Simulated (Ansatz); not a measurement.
# GaSb: the cost of one run

Program: Ansatz 0.2.0. Level of theory: DFT PBE, scalar-relativistic, plane waves, PAW. These are calculated values, not measurements.

The COD entry's cell or inner coordinates are ideal or old and differ from later refinements, so a difference from it is no clean test against experiment.

1 further run of the same task is left out (set aside as unsound or not needed).

**1. The starting structure**

It takes space group F-43m (No. 216, cubic). Conventional cell: a = 6.214 Å, b = 6.214 Å, c = 6.214 Å, α = 90.00°, β = 90.00°, γ = 90.00°. Ga (site symmetry -43m) has 4 Sb at 2.69 Å in its first shell of neighbours. Sb (site symmetry -43m) has 4 Ga at 2.69 Å in its first shell of neighbours.

Structure file:

```cif
data_structure
_symmetry_space_group_name_H-M 'F-43m'
_symmetry_Int_Tables_number 216
_cell_length_a 6.2138
_cell_length_b 6.2138
_cell_length_c 6.2138
_cell_angle_alpha 90.000
_cell_angle_beta 90.000
_cell_angle_gamma 90.000
_cell_volume 239.93
loop_
_atom_site_label
_atom_site_type_symbol
_atom_site_symmetry_multiplicity
_atom_site_Wyckoff_symbol
_atom_site_fract_x
_atom_site_fract_y
_atom_site_fract_z
_atom_site_occupancy
Ga1 Ga 4 a 0.00000 0.00000 0.00000 1
Sb1 Sb 4 c 0.25000 0.25000 0.25000 1
```

This cell was relaxed beforehand with the same method: volume 29.99 Å³/atom, gap on the mesh none (metal).

Bulk energy on matching settings, from an earlier run: -5133.9196 eV/atom.

**2. The (110) slab**

Planes are indexed in the bulk's conventional cell (F-43m (No. 216)), a = 6.214 Å, b = 6.214 Å, c = 6.214 Å, α = 90.00°, β = 90.00°, γ = 90.00°.

The slab is a (110) slab, 11.0 Å thick as cut, with 15 Å of vacuum; its outer planes are GaSb (top) and GaSb (bottom).

The slab as cut. Its planes from the bottom up:

| plane | atoms per cell | height over the lowest (Å) |
| --- | --- | --- |
| 1 | GaSb | 0.00 |
| 2 | GaSb | 2.20 |
| 3 | GaSb | 4.39 |
| 4 | GaSb | 6.59 |
| 5 | GaSb | 8.79 |
| 6 | GaSb | 10.98 |

**3. The slab as cut, atoms at the bulk's places**

The cell repeats along c, and a dipole correction in the vacuum removes the field between the copies.

File input.yaml:

```yaml
crystal:
  lattice:
    - [4.3938492945, 0.0, 0.0]
    - [0.0, 6.2138412632, 0.0]
    - [0.0, 0.0, 25.9846232361]
  atoms:
    - { symbol: Ga, position: [0.5, 0.5, 0.2886322396] }
    - { symbol: Sb, position: [0.0, 0.25, 0.2886322396] }
    - { symbol: Ga, position: [0.0, 0.0, 0.3731793438] }
    - { symbol: Sb, position: [0.5, 0.75, 0.3731793438] }
    - { symbol: Ga, position: [0.5, 0.5, 0.4577264479] }
    - { symbol: Sb, position: [0.0, 0.25, 0.4577264479] }
    - { symbol: Ga, position: [0.0, 0.0, 0.5422735521] }
    - { symbol: Sb, position: [0.5, 0.75, 0.5422735521] }
    - { symbol: Ga, position: [0.5, 0.5, 0.6268206562] }
    - { symbol: Sb, position: [0.0, 0.25, 0.6268206562] }
    - { symbol: Ga, position: [0.0, 0.0, 0.7113677604] }
    - { symbol: Sb, position: [0.5, 0.75, 0.7113677604] }
basis:
  ecutwfc: 420
kpoints:
  mp_grid: { grid: [8, 6, 1] }
hamiltonian:
  xc: pbe
scf:
  occupations: { method: gaussian, width: 0.1 }
output:
  forces: true
  stress: true
  eigenvalues: true
  write_density: true
  write_potential: true
  elf: true
  volumetric_format: npy
efield:
  axis: 3
  dipole_correction: true
  ramp_width: 0.04
```

Started as:

```sh
$ ansatz run input.yaml --threads 1 --pin off --max-ram 2560MiB --backend cpu --events-out ev --progress --plain --runs-dir out
```

**Question.** How long does this run take on 1 thread of Oxide Virtual Turin-like (Zen 5), shared host, and how much memory does it need?

About 3.4 min, with a peak of 1.4 GiB.
